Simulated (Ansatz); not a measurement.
# Fe: pressure up to the limit of the methods

How does Fe (hcp type) answer strong compression? The runs shown use PAW.

Computed with Ansatz 0.2.0 (DFT, PBE, PAW with Ansatz's default frozen-core files, scalar-relativistic, unless a step's input says otherwise).

1 further run of the same task is left out (set aside as unsound or not needed).

## (1) Starting point

It takes space group P6_3/mmc (No. 194, hexagonal). Conventional cell: a = 2.530 Å, b = 2.530 Å, c = 4.099 Å, α = 90.00°, β = 90.00°, γ = 120.00°. Fe (site symmetry -6m2) has 12 Fe at 2.52 to 2.53 Å as nearest neighbours.

As a file:

```cif
data_structure
_symmetry_space_group_name_H-M 'P 1'
_symmetry_Int_Tables_number 1
_cell_length_a 2.5303
_cell_length_b 2.5303
_cell_length_c 4.0991
_cell_angle_alpha 90.000
_cell_angle_beta 90.000
_cell_angle_gamma 120.000
_cell_volume 22.73
loop_
_atom_site_label
_atom_site_type_symbol
_atom_site_fract_x
_atom_site_fract_y
_atom_site_fract_z
_atom_site_occupancy
Fe1 Fe 0.33333 0.66667 0.25000 1
Fe2 Fe 0.66667 0.33333 0.75000 1
```

Whether this phase is the stable one at these pressures isn't tested.

Atoms are numbered in the order of the input: Fe1, Fe2.

## (2) Cell relaxed at zero pressure, PAW

File input.yaml:

```yaml
crystal:
  lattice:
    - [2.5302990833, 0.0, 0.0]
    - [-1.2651495417, 2.1913032853, 0.0]
    - [0.0, 0.0, 4.099084515]
  atoms:
    - { symbol: Fe, position: [0.3333333333, 0.6666666667, 0.25], spin: 2.5 }
    - { symbol: Fe, position: [0.6666666667, 0.3333333333, 0.75], spin: 2.5 }
magnetization:
  spin_polarized: true
kpoints:
  mp_grid: { grid: [17, 17, 9] }
scf:
  occupations: { method: fermi_dirac, width: 0.05 }
hamiltonian:
  xc: pbe
  pseudopotentials: { kind: paw }
output:
  forces: true
  stress: true
relax:
  f_tol: 0.005
  max_steps: 40
  cell: {}
```

Launch:

```
$ ansatz run input.yaml --threads 1 --pin off --max-ram 3072MiB --backend cpu --events-out ev --progress --plain --runs-dir out
```

The runs that follow: Volume scaled by 1, PAW; Shape and atoms relaxed at 0.92 of the volume, PAW; Volume scaled by 0.92, PAW; Shape and atoms relaxed at 0.84 of the volume, PAW; Volume scaled by 0.84, PAW; Shape and atoms relaxed at 0.76 of the volume, PAW; Volume scaled by 0.76, PAW; Shape and atoms relaxed at 0.68 of the volume, PAW; Volume scaled by 0.68, PAW; Shape and atoms relaxed at 0.6 of the volume, PAW; Volume scaled by 0.6, PAW; Shape and atoms relaxed at 0.52 of the volume, PAW; Volume scaled by 0.52, PAW; Shape and atoms relaxed at 0.45 of the volume, PAW; Volume scaled by 0.45, PAW; Volume scaled by 0.45, PAW (partial_waves polarizable).

What does the calculation give? Wanted: PAW pressure at 0.45 of the volume; PAW; fitted bulk modulus at zero pressure.

**Answer**, as computed:

| quantity | value |
| --- | --- |
| PAW pressure at 0.45 of the volume | 1308.6 GPa |
| PAW (partial_waves polarizable) pressure at 0.45 of the volume | 1308.6 GPa |
| fitted bulk modulus at zero pressure (PAW) | 306 GPa |
| its pressure derivative | 4.16 |

In words: At 0.45 of the starting volume PAW gives 1309 GPa. A third-order Birch-Murnaghan curve fits the range only roughly (B₀ = 306 GPa, B′ = 4.16, misfit at most 12.23 GPa). A fit over so wide a range leans to the high pressures, so B₀ can be off by several per cent. No all-electron run checks these rows here, and frozen cores can fail under such compression. The ions are at rest, and the electrons smeared by 0.05 eV.
